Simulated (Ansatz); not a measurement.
Rock-salt NaBr, treated with BLYP (plane waves, PAW; Ansatz, a first-principles code).

Numerical settings: plane-wave cutoff 520 eV, 10×10×10 k mesh, Fermi–Dirac smearing 0.01 eV, scalar-relativistic PAW data made under PBE.

Cell (relaxed at this level):

NaBr is modelled in the cubic space group Fm-3m (No. 225), the rock salt structure, Pearson symbol cF8. Lattice parameters: a = b = c = 6.126 Å, α = β = γ = 90.00°. Na on 4a has 6 Br at 3.063 Å (octahedral). Br on 4b has 6 Na at 3.063 Å (octahedral). (Neighbours: up to the widest gap in distance over summed covalent radii, below 1.35, at either atom; cation-cation and far metal-metal contacts left out.)
(The calculation used a cell of 2 atoms; values per cell refer to that cell.)

**Question.** Estimate the bulk modulus, band gap, width of the whole s-p valence band and pressure derivative B′ of the bulk modulus that the calculation returns.

**Answer.** 
- bulk modulus: 17.5 GPa
- band gap: 3.98 eV (direct)
- width of the whole s-p valence band: 12.68 eV
- pressure derivative B′ of the bulk modulus: 4.7

Measured, for comparison: band gap 7.1 eV (temperature not stated, not corrected to a static lattice; as tabulated in Aguado et al. (1998), arXiv:cond-mat/9809176); bulk modulus 22.6 GPa (4 K, zero-point motion not removed; as tabulated in Doll and Stoll (1998), arXiv:cond-mat/9801031). Computed (rounded) less measured: bulk modulus -23 %.

Spin–orbit coupling is not included.

Computed values are for the static lattice.

Cost on a shared machine: around 23 core-seconds (rough).
